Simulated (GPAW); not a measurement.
ZrC in GPAW: convergence with k mesh

The system is ZrC.

```
Zr C
1.0
     0.00000    2.36500    2.36500
     2.36500    0.00000    2.36500
     2.36500    2.36500    0.00000
Zr C
1 1
Cartesian
  2.3650 2.3650 2.3650
  0.0000 0.0000 0.0000
```

```yaml
Program: GPAW 26.7.0
Task: phonons
Functional: PBE
Dispersion: D4
Potentials_or_basis: GPAW PAW data sets (gpaw-data 1.2.1)
Basis: fd
Grid_spacing: 0.16 Å
k_mesh: 3 × 3 × 3
Occupations: fermi-dirac, width 0.05 eV
Spin: no spin polarisation
```

These are the settings of the first run; the series varies k mesh, with any setting tied to it.

Hardware: 1 thread of Arm Neoverse V2, on a shared host.

```
   k mesh  energy less the tightest run, at zero smearing (meV/atom)  highest phonon frequency (cm⁻¹)  SCF cycles  CPU time (s)  peak memory (GiB)
3 × 3 × 3                                                      94.22                              466          12            25               0.22
4 × 4 × 4                                                      18.62                              455          12            47               0.25
5 × 5 × 5                                                      16.35                              278          12            68               0.37
6 × 6 × 6                                                       0.00                              355          11            99               0.49
```

Not settled before the last step: the energy (to 1 meV/atom), the highest phonon frequency (to 2 cm⁻¹). Meshes of other sizes hit other points, so gaps and Fermi surfaces needn't settle smoothly. The tightest run that finished is the yardstick and may itself not be fully converged.

Caveat, for the tightest run too: the k mesh is coarse (spacing up to 0.38 Å⁻¹), so the values aren't converged.
